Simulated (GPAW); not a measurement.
Set up this calculation in GPAW 26.7.0, as an ASE script.

```
Task                : optical spectrum
Functional          : LDA
Potentials or basis : the program's PAW data sets (release 1.2.1) made for this functional, newer versions
Cutoff              : 450 eV
Basis               : pw
k mesh              : 6 × 6 × 3
Occupations         : fermi-dirac, width 0.001 eV
Spin                : no spin polarisation
Kernel              : RPA
Eta                 : 0.2 eV
Response ecut       : 40 eV
Scissors            : 0 eV
Maxiter             : 150
Response k mesh     : 13 × 13 × 7
Domega0             : 0.05 eV
Omega2              : 10 eV
Response bands      : 66
Directions          : ["x", "z"]
Intraband           : no
Data set            : S v3
```

The structure of CdS (Greenockite) lies in CdS.cif:

```cif
data_CdS
_cell_length_a 4.15000000
_cell_length_b 4.15000000
_cell_length_c 6.73700000
_cell_angle_alpha 90.00000000
_cell_angle_beta 90.00000000
_cell_angle_gamma 120.00000000
_space_group_name_H-M_alt 'P6_3mc'
_space_group_name_Hall 'P 6c -2c'
_space_group_IT_number 186
loop_
_space_group_symop_operation_xyz
'x,y,z'
'x-y,x,z+1/2'
'-y,x-y,z'
'-x,-y,z+1/2'
'-x+y,-x,z'
'y,-x+y,z+1/2'
'y,x,z+1/2'
'x,x-y,z'
'x-y,-y,z+1/2'
'-y,-x,z'
'-x,-x+y,z+1/2'
'-x+y,y,z'
loop_
_atom_site_label
_atom_site_type_symbol
_atom_site_symmetry_multiplicity
_atom_site_Wyckoff_symbol
_atom_site_fract_x
_atom_site_fract_y
_atom_site_fract_z
_atom_site_occupancy
Cd1 Cd 2 b 0.6666666667 0.3333333333 0.5000000000 1
S1 S 2 b 0.6666666667 0.3333333333 0.8750000000 1
```

These files were run (other wordings do the same):

run.py

```python
from ase.dft.bandgap import bandgap
from ase.io import read, write
from gpaw import GPAW, PW
from gpaw.response.df import DielectricFunction

atoms = read('CdS.cif')

calc = GPAW(mode=PW(450),
            xc='LDA',
            kpts={'size': (6, 6, 3), 'gamma': True},
            occupations={'name': 'fermi-dirac', 'width': 0.001},
            setups={'S': 'v3'},
            nbands=-13,
            convergence={'density': 1e-06},
            maxiter=150,
            txt='gpaw.txt')
atoms.calc = calc
energy = atoms.get_potential_energy()
calc.write('gs.gpw')
write('result.traj', atoms)
print(f'Energy: {energy:.6f} eV')
print('Fermi level:', round(calc.get_fermi_level(), 4), 'eV')
print(f'Gap: {bandgap(calc)[0]:.4f} eV, direct: {bandgap(calc, direct=True)[0]:.4f} eV')

dense = calc.fixed_density(kpts={'size': (13, 13, 7), 'gamma': True},
                           nbands=72, convergence={'bands': 66},
                           update_fermi_level=True, txt='dense.txt')
dense.write('dense.gpw', mode='all')

df = DielectricFunction('dense.gpw', frequencies={'type': 'nonlinear', 'domega0': 0.05, 'omega2': 10},
                        eta=0.2, ecut=40, nbands=66, intraband=False, txt='df.txt')
for direction in ['x', 'z']:
    df.get_dielectric_function(xc='RPA', direction=direction, filename=f'df_{direction}.csv')
    e0, e = df.get_macroscopic_dielectric_constant(xc='RPA', direction=direction)
    print(f'{direction}: static eps {e0:.4f} without, {e:.4f} with local fields')
```

Potentials or basis: the program's PAW data sets (release 1.2.1) made for this functional, newer versions, pw.

Command:

```sh
$ OMP_NUM_THREADS=1 python run.py
```

It gave:

The band gap on the k mesh is 0.89 eV, direct.

Caveat: with so narrow a direct gap the onset needs a denser k mesh; the long-wavelength limit can be off by several per cent where d states take part; independent-particle spectra lack excitons; an odd mesh through Γ misses points on the zone boundary, where band edges often lie.

It took 18 min on 1 thread of Arm Neoverse V1 (shared host), peak memory 0.75 GiB.
